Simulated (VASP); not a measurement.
# Na (Fd-3m) in VASP: a series of runs

Runs on Na. Level: r2SCAN. Tasks: single point.

Everything below comes from runs of VASP 6.6.1. Logs are shortened: lines on timing, memory, paths and dates and some standing lists are left out, and cuts for length are marked.

## 1. The crystal as given

It takes space group Fd-3m (No. 227, cubic). Conventional cell: a = 6.963 Å, b = 6.963 Å, c = 6.963 Å, α = 90.00°, β = 90.00°, γ = 90.00°. Na (site symmetry -43m) is surrounded by 4 Na at 3.02 Å.

The cell was built by a generator and needn't be a form met in nature.

## 2. Single point, r2SCAN

POSCAR

```
Na
1.0
    0.0000000000      3.4815402320      3.4815402320
    3.4815402320      0.0000000000      3.4815402320
    3.4815402320      3.4815402320      0.0000000000
Na
2
Direct
    0.5000000000      0.5000000000      0.5000000000
    0.7500000000      0.7500000000      0.7500000000
```

INCAR.step1

```
SYSTEM = Na
PREC = Accurate ; ENCUT = 520
ISMEAR = 0 ; SIGMA = 0.1
LREAL = .False. ; LASPH = .True.
NELM = 100 ; NBANDS = 14
GGA = PE ; ALGO = Normal
EDIFF = 1E-4 ; LWAVE = .True.
LCHARG = .False.
```

INCAR.step2

```
SYSTEM = Na
PREC = Accurate ; ENCUT = 520
EDIFF = 1E-7 ; ISMEAR = 0
SIGMA = 0.1 ; LREAL = .False.
LASPH = .True. ; NELM = 100
ALGO = Normal ; ISIF = 2
LWAVE = .False. ; LCHARG = .False.
METAGGA = R2SCAN ; LMIXTAU = .True.
NBANDS = 14 ; ISTART = 1
```

KPOINTS

```
regular mesh
0
Gamma
  4 4 4
  0 0 0
```

Potentials or basis: VASP PAW PBE potentials, release 64 (Na_pv).

Run with:

```bash
> cat potpaw_PBE.64/Na_pv/POTCAR > POTCAR
> cp INCAR.step1 INCAR
> mpirun -np 1 vasp_std > vasp.out
> cp INCAR.step2 INCAR
> mpirun -np 1 vasp_std > vasp.out
```

OUTCAR:

```text
SYSTEM = Na
   PREC = Accurate
   ENCUT = 520
   EDIFF = 1E-7
   ISMEAR = 0
   LREAL = .False.
   LASPH = .True.
   NELM = 100
   ISIF = 2
   METAGGA = R2SCAN
   ISTART = 1

 ion  position               nearest neighbor table
   1  0.500  0.500  0.500-
   2  0.750  0.750  0.750-

  LATTYP: Found a face centered cubic cell.
 ALAT       =     6.9630804640

  Lattice vectors:

 A1 = (   0.0000000000,   3.4815402320,   3.4815402320)
 A2 = (   3.4815402320,   0.0000000000,   3.4815402320)
 A3 = (   3.4815402320,   3.4815402320,   0.0000000000)

Analysis of symmetry for initial positions (statically):
=====================================================================
 Subroutine PRICEL returns:
 Original cell was already a primitive cell.

 Routine SETGRP: Setting up the symmetry group for a
 face centered cubic supercell.

 Subroutine GETGRP returns: Found 48 space group operations
 (whereof 24 operations were pure point group operations)
 out of a pool of 48 trial point group operations.

The static configuration has the point symmetry T_d .
 The point group associated with its full space group is O_h .

Analysis of symmetry for dynamics (positions and initial velocities):
=====================================================================
 Subroutine PRICEL returns:
 Original cell was already a primitive cell.

 Routine SETGRP: Setting up the symmetry group for a
 face centered cubic supercell.

 Subroutine GETGRP returns: Found 48 space group operations
 (whereof 24 operations were pure point group operations)
 out of a pool of 48 trial point group operations.

The dynamic configuration has the point symmetry T_d .
 The point group associated with its full space group is O_h .

 Subroutine INISYM returns: Found 48 space group operations
 (whereof 24 operations are pure point group operations),
 and found     1 'primitive' translations

----------------------------------------------------------------------------------------

                                     Primitive cell

  volume of cell :      84.4004

  direct lattice vectors                    reciprocal lattice vectors
     0.000000000  3.481540232  3.481540232    -0.143614598  0.143614598  0.143614598
     3.481540232  0.000000000  3.481540232     0.143614598 -0.143614598  0.143614598
     3.481540232  3.481540232  0.000000000     0.143614598  0.143614598 -0.143614598

  length of vectors
     4.923641414  4.923641414  4.923641414     0.248747780  0.248747780  0.248747780

  position of ions in fractional coordinates (direct lattice)
     0.500000000  0.500000000  0.500000000
     0.750000000  0.750000000  0.750000000

  ion indices of the primitive-cell ions
   primitive index   ion index
                 1           1
                 2           2

----------------------------------------------------------------------------------------

 KPOINTS: regular mesh

Automatic generation of k-mesh.
 Grid dimensions read from file:
 generate k-points for:    4    4    4

 Generating k-lattice:

  Cartesian coordinates                     Fractional coordinates (reciprocal lattice)
    -0.035903649  0.035903649  0.035903649     0.250000000  0.000000000  0.000000000
     0.035903649 -0.035903649  0.035903649     0.000000000  0.250000000  0.000000000
     0.035903649  0.035903649 -0.035903649     0.000000000  0.000000000  0.250000000

  Length of vectors
     0.062186945  0.062186945  0.062186945

  Shift w.r.t. Gamma in fractional coordinates (k-lattice)
     0.000000000  0.000000000  0.000000000

 Subroutine IBZKPT returns following result:
 ===========================================

 Found      8 irreducible k-points:

 Following reciprocal coordinates:
            Coordinates               Weight
  0.000000  0.000000  0.000000      1.000000
  0.250000  0.000000  0.000000      8.000000
  0.500000  0.000000  0.000000      4.000000
  0.250000  0.250000  0.000000      6.000000
  0.500000  0.250000  0.000000     24.000000
 -0.250000  0.250000  0.000000     12.000000
  0.500000  0.500000  0.000000      3.000000
 -0.250000  0.500000  0.250000      6.000000
   k-points           NKPTS =      8   k-points in BZ     NKDIM =      8   number of bands    NBANDS=     14
   number of dos      NEDOS =    301   number of ions     NIONS =      2
   total plane-waves  NPLWV =  64000
   dimension x,y,z NGX =    40 NGY =   40 NGZ =   40
   dimension x,y,z NGXF=    80 NGYF=   80 NGZF=   80
   ions per type =               2
   NGX,Y,Z   is equivalent  to a cutoff of  13.51, 13.51, 13.51 a.u.
   NGXF,Y,Z  is equivalent  to a cutoff of  27.01, 27.01, 27.01 a.u.
 SYSTEM =  Na
   PREC   = accura    normal or accurate (medium, high low for compatibility)
   ISTART =      1    job   : 0-new  1-cont  2-samecut
   ICHARG =      0    charge: 1-file 2-atom 10-const
   ISPIN  =      1    spin polarized calculation?
   LNONCOLLINEAR =      F non collinear calculations
   LSORBIT =      F    spin-orbit coupling
   LASPH  =      T    aspherical Exc in radial PAW
   ENCUT  =  520.0 eV  38.22 Ry    6.18 a.u.   9.15  9.15  9.15*2*pi/ulx,y,z
   NELM   =    100;   NELMIN=  2; NELMDL=  0     # of ELM steps
   EDIFF  = 0.1E-06   stopping-criterion for ELM
   LREAL  =      F    real-space projection
   EDIFFG = 0.1E-05   stopping-criterion for IOM
   NSW    =      0    number of steps for IOM
   IBRION =     -1    ionic relax: 0-MD 1-quasi-New 2-CG
   NFREE  =      0    steps in history (QN), initial steepest desc. (CG)
   ISIF   =      2    stress and relaxation
   ISYM   =      2    0-nonsym 1-usesym 2-fastsym
   POTIM  = 0.5000    time-step for ionic-motion
   TEBEG  =    0.0;   TEEND  =   0.0 temperature during run
   PSTRESS=    0.0 pullay stress
   NELECT =      14.0000    total number of electrons
   NUPDOWN=      -1.0000    fix difference up-down
   EMIN   =  10.00;   EMAX   =-10.00  energy-range for DOS
   EFERMI =   0.00;   METHOD = LEGACY
   ISMEAR =     0;   SIGMA  =   0.10  broadening in eV -4-tet -1-fermi 0-gaus
   EFERMI_NEDOS =   21; number of points for ismear=-14 and -15
   IALGO  =     38    algorithm
   IMIX   =      4    mixing-type and parameters
     AMIX     =   0.40;   BMIX     =  1.00
     AMIX_MAG =   1.60;   BMIX_MAG =  1.00
  volume/ion in A,a.u.               =      42.20       284.78
  Fermi-wavevector in a.u.,A,eV,Ry     =   0.899503  1.699815 11.008558  0.809106
  Thomas-Fermi vector in A             =   2.022345
   LORBIT       =      0    0 simple, 1 ext, 2 COOP (PROOUT), +10 PAW based schemes
   METAGGA = R2SCAN    functional components
   LHFCALC =     F    Hartree Fock is set to
   AEXX    =    0.0000 exact exchange contribution
   IVDW    =     0    specifies the selected vdW correction
   LEPSILON=     F    determine dielectric tensor
   LRPA    =     F    only Hartree local field effects (RPA)
 non-spin polarized calculation
 Gauss-broadening in eV      SIGMA  =   0.10
  energy-cutoff  :      520.00
  volume of cell :       84.40
 maximum number of plane-waves:      2281
 NGX is ok and might be reduce to    40
   NGX = 19   NGY = 19   NGZ = 19

 number of electron      14.0000014 magnetization

 Free energy of the ion-electron system (eV)
  ---------------------------------------------------
  ext. energy  EPLUGINS =         0.00000000
  ---------------------------------------------------
  free energy    TOTEN  =        -6.34771371 eV

  energy without entropy =       -6.34440113  energy(sigma->0) =       -6.34605742

 E-fermi :   0.2177     XC(G=0):  -6.5651

 val. band max:        0.1493481069   @ k =   0.5000   0.5000   0.0000
 cond. band min:       0.7647175310   @ k =   0.5000   0.2500   0.0000
 fundamental gap:      0.6153694241
 Fermi energy:         0.2177317508

 k-point     1 :       0.0000    0.0000    0.0000
  band No.  band energies     occupation
      1     -26.6820      2.00000
      2     -26.6816      2.00000
      3     -26.6816      2.00000
      4     -26.6151      2.00000
      5     -26.6147      2.00000
      6     -26.6147      2.00000
      7      -3.2353      2.00000
      8       5.8798      0.00000
      9       5.8798      0.00000
     10       5.8801      0.00000
     11       6.1536      0.00000
     12       6.1536      0.00000
     13       6.1539      0.00000
     14       8.4651      0.00000

 k-point     2 :       0.2500    0.0000    0.0000
  band No.  band energies     occupation
      1     -26.6862      2.00000
      2     -26.6858      2.00000
      3     -26.6819      2.00000
      4     -26.6160      2.00000
      5     -26.6110      2.00000
      6     -26.6107      2.00000
      7      -2.5873      2.00000
      8       2.3699      0.00000
      9       5.0765      0.00000
     10       5.0767      0.00000
     11       6.6046      0.00000
     12       6.6047      0.00000
     13       6.6640      0.00000
     14       8.1826      0.00000

 k-point     3 :       0.5000    0.0000    0.0000
  band No.  band energies     occupation
      1     -26.6900      2.00000
      2     -26.6897      2.00000
      3     -26.6824      2.00000
      4     -26.6170      2.00000
      5     -26.6073      2.00000
      6     -26.6070      2.00000
      7      -0.7193      2.00000
      8      -0.6422      2.00000
      9       5.0945      0.00000
     10       5.0949      0.00000
     11       5.5139      0.00000
     12       5.5140      0.00000
     13       6.9470      0.00000
     14       7.0014      0.00000
[... 52 lines left out ...]
 k-point     7 :       0.5000    0.5000    0.0000
  band No.  band energies     occupation
      1     -26.6982      2.00000
      2     -26.6979      2.00000
      3     -26.6498      2.00000
      4     -26.6498      2.00000
      5     -26.5996      2.00000
      6     -26.5994      2.00000
      7       0.1493      1.66683
      8       0.1493      1.66650
      9       3.0449      0.00000
     10       3.0451      0.00000
     11       3.8027      0.00000
     12       3.8029      0.00000
     13      11.7897      0.00000
     14      11.7917      0.00000

 k-point     8 :      -0.2500    0.5000    0.2500
  band No.  band energies     occupation
      1     -26.6985      2.00000
      2     -26.6982      2.00000
      3     -26.6493      2.00000
      4     -26.6493      2.00000
      5     -26.5998      2.00000
      6     -26.5996      2.00000
      7       0.9449      0.00000
      8       0.9450      0.00000
      9       0.9922      0.00000
     10       0.9924      0.00000
     11       7.0140      0.00000
     12       7.0142      0.00000
     13       7.7031      0.00000
     14       7.7032      0.00000

------------------------ aborting loop because EDIFF is reached ----------------------------------------

  FORCE on cell =-STRESS in cart. coord.  units (eV):
  Direction    XX          YY          ZZ          XY          YZ          ZX
  --------------------------------------------------------------------------------------
  -------------------------------------------------------------------------------------
  Total        0.4740385      0.4740385      0.4740385      0.0000000      0.0000000      0.0000000
  in kB        8.9987027      8.9987027      8.9987027      0.0000000      0.0000000      0.0000000
  external PRESSURE =       8.9987027 kB  Pullay stress =       0.0000000 kB

 VOLUME and BASIS-vectors are now :
 -----------------------------------------------------------------------------
  energy-cutoff  :      520.00
  volume of cell :       84.40
      direct lattice vectors                 reciprocal lattice vectors
     0.000000000  3.481540232  3.481540232    -0.143614598  0.143614598  0.143614598
     3.481540232  0.000000000  3.481540232     0.143614598 -0.143614598  0.143614598
     3.481540232  3.481540232  0.000000000     0.143614598  0.143614598 -0.143614598

 POSITION                                       TOTAL-FORCE (eV/Angst)
 -----------------------------------------------------------------------------------
      3.48154      3.48154      3.48154         0.000000      0.000000      0.000000
      5.22231      5.22231      5.22231        -0.000000     -0.000000     -0.000000
 -----------------------------------------------------------------------------------
    total drift:                               -0.000000     -0.000000      0.000000

  FREE ENERGIE OF THE ION-ELECTRON SYSTEM (eV)
  ---------------------------------------------------
  free  energy   TOTEN  =        -6.3477137149 eV

  energy  without entropy=       -6.3444011283  energy(sigma->0) =       -6.34605742
```

It took 29 s on 1 thread of AMD EPYC 9R45 (Zen 5), shared host; peak memory 0.21 GiB.

What came out:

| Item | Value |
| --- | --- |
| Free energy | -6.3477 eV |
| Pressure | 0.9 GPa |
| Band gap on the k mesh | none (metal or under the smearing width) |

Levels at points of the mesh, in eV from the Fermi level:
| k point | band 3 | band 4 | band 5 | band 6 | band 7 | band 8 | band 9 | band 10 | band 11 | band 12 |
| --- | --- | --- | --- | --- | --- | --- | --- | --- | --- | --- |
| (0.00, 0.00, 0.00) | -26.90 | -26.83 | -26.83 | -26.83 | -3.45 | 5.66 | 5.66 | 5.66 | 5.94 | 5.94 |
| (0.50, 0.00, 0.00) | -26.90 | -26.83 | -26.83 | -26.82 | -0.94 | -0.86 | 4.88 | 4.88 | 5.30 | 5.30 |
| (0.50, 0.50, 0.00) | -26.87 | -26.87 | -26.82 | -26.82 | -0.07 | -0.07 | 2.83 | 2.83 | 3.58 | 3.59 |

Caveat: the k mesh is coarse (spacing up to 0.39 Å⁻¹), so the values aren't converged; the PAW data sets were made with another functional, which shifts forces and pressure a little.

## 3. Single point, r2SCAN

This run uses another cell than the first one, of 55.25 Å³/atom, 1.309 times its volume.

POSCAR

```
Na
1.0
    0.0000000000      3.8086773721      3.8086773721
    3.8086773721      0.0000000000      3.8086773721
    3.8086773721      3.8086773721      0.0000000000
Na
2
Direct
    0.5000000000      0.5000000000      0.5000000000
    0.7500000000      0.7500000000      0.7500000000
```

INCAR.step1

```
SYSTEM = Na
ALGO     = Normal         ! electronic algorithm
EDIFF    = 1E-4           ! SCF threshold, eV
ENCUT    = 520            ! plane-wave cutoff, eV
GGA      = PE             ! functional
ISMEAR   = 0              ! smearing method
LASPH    = .TRUE.         ! aspherical terms in the spheres
LCHARG   = .FALSE.        ! write CHGCAR
LREAL    = .FALSE.        ! projectors in reciprocal space
LWAVE    = .TRUE.         ! write WAVECAR
NBANDS   = 14             ! bands
NELM     = 100            ! most SCF steps
PREC     = Accurate       ! precision mode
SIGMA    = 0.1            ! smearing width, eV
```

INCAR.step2

```
SYSTEM = Na
ALGO     = Normal         ! electronic algorithm
EDIFF    = 1E-6           ! SCF threshold, eV
ENCUT    = 520            ! plane-wave cutoff, eV
ISIF     = 2              ! what is computed and relaxed
ISMEAR   = 0              ! smearing method
ISTART   = 1            
LASPH    = .TRUE.         ! aspherical terms in the spheres
LCHARG   = .TRUE.         ! write CHGCAR
LELF     = .TRUE.         ! ELF
LMIXTAU  = .TRUE.       
LREAL    = .FALSE.        ! projectors in reciprocal space
LVHAR    = .TRUE.       
LWAVE    = .FALSE.        ! write WAVECAR
METAGGA  = R2SCAN         ! meta-GGA
NBANDS   = 14             ! bands
NELM     = 100            ! most SCF steps
PREC     = Accurate       ! precision mode
SIGMA    = 0.1            ! smearing width, eV
```

KPOINTS

```
k-points
0
G
  14 14 14
  0 0 0
```

Potentials or basis: VASP PAW PBE potentials, release 64 (Na_pv).

Run with:

```bash
> cat potpaw_PBE.64/Na_pv/POTCAR > POTCAR
> cp INCAR.step1 INCAR
> mpirun -np 1 vasp_std > vasp.out
> cp INCAR.step2 INCAR
> mpirun -np 1 vasp_std > vasp.out
```

Run time: 7 min. Hardware: 1 thread of AMD EPYC 9R45 (Zen 5), shared host; peak memory 0.29 GiB.

The run converged. Its results:

- Free energy: -6.3311 eV
- Pressure: 0.0 GPa
- Band gap on the k mesh: none (metal or under the smearing width)

Levels at points of the mesh, in eV from the Fermi level:
```tsv
k point	band 3	band 4	band 5	band 6	band 7	band 8	band 9	band 10	band 11	band 12
(0.00, 0.00, 0.00)	-26.61	-26.58	-26.58	-26.58	-2.74	4.86	4.86	4.86	5.21	5.21
(0.50, 0.00, 0.00)	-26.61	-26.58	-26.58	-26.58	-0.82	-0.39	4.08	4.08	4.88	4.88
(0.50, 0.50, 0.00)	-26.60	-26.60	-26.57	-26.57	0.06	0.06	2.48	2.48	3.34	3.34
```

Caveat: the PAW data sets were made with another functional, which shifts forces and pressure a little.

## 4. Single point, r2SCAN

This run uses another cell than the first one, of 37.92 Å³/atom, 0.899 times its volume.

POSCAR

```
Na
1.0
   -3.2633941077      3.2633941077      1.7802417262
    3.2633941077     -3.2633941077      1.7802417262
    3.2633941077      3.2633941077     -1.7802417262
Na
2
Direct
    0.0000000000      0.0000000000      0.0000000000
    0.7500000000      0.2500000000      0.5000000000
```

INCAR.step1

```
SYSTEM = Na
PREC = Accurate ; ENCUT = 520
ISMEAR = 0 ; SIGMA = 0.1
LREAL = .False. ; LASPH = .True.
NELM = 100 ; NBANDS = 14
GGA = PE ; ALGO = Normal
EDIFF = 1E-4 ; LWAVE = .True.
LCHARG = .False.
```

INCAR.step2

```
SYSTEM = Na
PREC = Accurate ; ENCUT = 520
EDIFF = 1E-6 ; ISMEAR = 0
SIGMA = 0.1 ; LREAL = .False.
LASPH = .True. ; NELM = 100
ALGO = Normal ; ISIF = 2
LWAVE = .False. ; LCHARG = .True.
METAGGA = R2SCAN ; LMIXTAU = .True.
LELF = .True. ; LVHAR = .True.
NBANDS = 14 ; ISTART = 1
```

KPOINTS

```
Automatic mesh
0
Gamma
  6 6 6
  0 0 0
```

Run with:

```bash
> cat potpaw_PBE.64/Na_pv/POTCAR > POTCAR
> cp INCAR.step1 INCAR
> mpirun -np 1 vasp_std > vasp.out
> cp INCAR.step2 INCAR
> mpirun -np 1 vasp_std > vasp.out
```

Run time: 72 s. Hardware: 1 thread of AMD EPYC 9R45 (Zen 5), shared host; peak memory 0.21 GiB.

It converged, with:

- Free energy: -6.9303 eV
- Pressure: 0.2 GPa
- Band gap on the k mesh: none (metal or under the smearing width)

Stress tensor (GPa, compression positive):
```
0.35 0.00 0.00
0.00 0.35 0.00
0.00 0.00 0.01
```

Levels at points of the mesh, in eV from the Fermi level:
```tsv
k point	band 4	band 5	band 6	band 7	band 8	band 9	band 10	band 11
(0.00, 0.00, 0.00)	-26.15	-26.15	-26.15	-3.43	3.60	3.74	3.74	5.14
(0.50, 0.00, 0.00)	-26.16	-26.16	-26.15	0.45	0.91	3.89	4.09	4.27
(0.50, 0.50, 0.00)	-26.17	-26.15	-26.15	-1.51	-1.51	5.40	5.40	6.22
(0.50, 0.50, 0.50)	-26.15	-26.14	-26.14	0.10	0.10	0.67	0.67	8.83
```

Caveat: the PAW data sets were made with another functional, which shifts forces and pressure a little.

## 5. Overview

| cell | k mesh | mesh quality | gap on the mesh (eV) | pressure (GPa) |
| --- | --- | --- | --- | --- |
| Fd-3m, 42.2 Å³/atom | 4 × 4 × 4 | coarse | none | 0.9 |
| Fd-3m, 55.25 Å³/atom | 14 × 14 × 14 | not flagged | none | 0.0 |
| I4_1/amd, 37.92 Å³/atom | 6 × 6 × 6 | not flagged | none | 0.2 |

Alike in all rows: task single point; level r2SCAN; potentials or basis VASP PAW PBE potentials, release 64 (Na_pv); no spin polarisation; cutoff (eV) 520; smearing gaussian 0.1 eV.

Caveats: some runs use coarse meshes; the PAW data sets were made with another functional, which shifts forces and pressure a little.

Total energies depend on the potentials used, so only differences within one code and one set of settings carry meaning.
